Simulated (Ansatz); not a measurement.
Eigenvalues along a path: F (beta tin type)

```
F
1.0
    -1.96371    1.96371    1.46359
     1.96371   -1.96371    1.46359
     1.96371    1.96371   -1.46359
F
2
Direct
  0.62500 0.87500 0.75000
  0.37500 0.12500 0.25000
```

The cell comes from a relaxation on PAW files under the same functional, begun from a prototype that needn't be the stable phase.

Computed with Ansatz 0.2.0; functional PBE, scalar-relativistic. Settings: a Γ-centred 17×17×17 k mesh, Fermi–Dirac smearing of 0.05 eV, no spin polarisation. Methods: PAW: frozen-core files, cutoff 420 eV.

This run: the series' base cell.

Path points, in fractions of the reciprocal vectors: Γ (0.000, 0.000, 0.000), X (0.000, 0.000, 0.500), M (-0.500, 0.500, 0.500), Z (0.389, 0.389, -0.389), Z0 (-0.389, 0.611, 0.389), P (0.250, 0.250, 0.250). The distance column jumps between branches of the path. Levels in eV from the Fermi level; bands 1 to 8, counted from the lowest band of the run. The gap is zero, the pressure 0.01 GPa.

```
# k(1/Å) point b1 b2 b3 b4 b5 b6 b7 b8
0.000 Γ -22.33 -19.23 -3.22 -3.22 -1.16 -1.02 0.01 0.01
0.283 - -22.22 -19.36 -3.17 -3.17 -1.33 -0.97 -0.22 0.05
0.566 - -21.90 -19.71 -3.02 -2.98 -1.71 -0.82 -0.78 0.06
0.848 - -21.42 -20.23 -2.79 -2.64 -2.12 -1.47 -0.58 -0.06
1.131 X -20.83 -20.83 -2.49 -2.49 -2.12 -2.12 -0.30 -0.30
1.414 - -20.81 -20.81 -3.18 -3.18 -1.60 -1.60 -0.19 -0.19
1.697 - -20.75 -20.75 -3.96 -3.96 -1.33 -1.33 0.16 0.16
1.980 - -20.69 -20.69 -4.50 -4.50 -1.30 -1.30 0.51 0.51
2.262 M -20.66 -20.66 -4.70 -4.70 -1.31 -1.31 0.65 0.65
2.662 - -20.94 -20.47 -4.50 -4.15 -1.42 -1.16 0.23 0.55
3.062 - -21.56 -19.99 -4.00 -2.83 -1.91 -0.80 -0.54 0.32
3.462 - -22.11 -19.47 -3.46 -2.79 -1.58 -0.92 -0.33 0.10
3.862 Γ -22.33 -19.23 -3.22 -3.22 -1.16 -1.02 0.01 0.01
4.280 - -22.18 -19.29 -3.26 -3.26 -1.53 -1.30 -0.01 -0.01
4.697 - -21.82 -19.49 -3.46 -3.46 -2.37 -1.48 0.03 0.03
5.114 - -21.40 -19.83 -3.93 -3.93 -2.65 -1.38 0.25 0.25
5.532 Z -21.03 -20.23 -4.44 -4.44 -2.16 -1.11 0.51 0.51
7.527 Z0 -21.03 -20.23 -4.44 -4.44 -2.16 -1.11 0.51 0.51
7.646 - -20.94 -20.35 -4.55 -4.55 -1.93 -1.09 0.57 0.57
7.766 - -20.85 -20.46 -4.63 -4.63 -1.70 -1.10 0.62 0.62
7.885 - -20.76 -20.56 -4.68 -4.68 -1.49 -1.18 0.64 0.64
8.004 M -20.66 -20.66 -4.70 -4.70 -1.31 -1.31 0.65 0.65
9.135 X -20.83 -20.83 -2.49 -2.49 -2.12 -2.12 -0.30 -0.30
9.404 - -20.81 -20.81 -2.74 -2.74 -1.96 -1.96 -0.30 -0.30
9.672 - -20.77 -20.77 -3.14 -3.14 -1.77 -1.77 -0.30 -0.30
9.940 - -20.72 -20.72 -3.47 -3.47 -1.65 -1.65 -0.30 -0.30
10.209 P -20.70 -20.70 -3.59 -3.59 -1.61 -1.61 -0.29 -0.29
```
